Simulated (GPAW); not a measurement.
Crystal: Os.

```
Os
1.0
     2.73410    0.00000    0.00000
    -1.36705    2.36780    0.00000
     0.00000    0.00000    4.31970
Os
2
Direct
  0.66667 0.33333 0.75000
  0.33333 0.66667 0.25000
```

| Quantity | Value |
| --- | --- |
| Program | GPAW 26.7.0 |
| Task | relaxation of cell and atoms |
| Functional | PBE |
| Potentials or basis | GPAW PAW data sets (gpaw-data 1.2.1) |
| Cutoff | 600 eV |
| Basis | pw |
| k mesh | 8 × 8 × 5 |
| Occupations | fermi-dirac, width 0.05 eV |
| Spin | no spin polarisation |

At the start: pressure 5.8 GPa; volume 13.98 Å³/atom.

Task: How do energy, volume and symmetry change on relaxing?

Result: Over 7 steps the energy falls by 3.6 meV/atom and the volume is 14.18 Å³/atom (+1.4 %); space group P6_3/mmc (No. 194, to 0.05 Å).

The path:
```tsv
step	energy change (eV)	largest force (eV/Å)	pressure (GPa)	volume (Å³)
1	0.0000	0.0000	5.83	27.96
2	-0.0057	0.0000	2.61	28.18
3	-0.0064	0.0000	-1.85	28.49
4	-0.0066	0.0000	-1.61	28.48
5	-0.0069	0.0000	-1.15	28.44
6	-0.0071	0.0000	-0.54	28.40
7	-0.0072	0.0000	0.15	28.35
```

Final structure:
```yaml
crystal:
  lattice:
    - [2.74656, 0.00000, 0.00000]
    - [-1.37328, 2.37859, 0.00000]
    - [0.00000, 0.00000, 4.33955]
  atoms:
    - { symbol: Os, position: [0.66667, 0.33333, 0.75000] }
    - { symbol: Os, position: [0.33333, 0.66667, 0.25000] }
```

Caveat: later steps reuse the first step's grids.
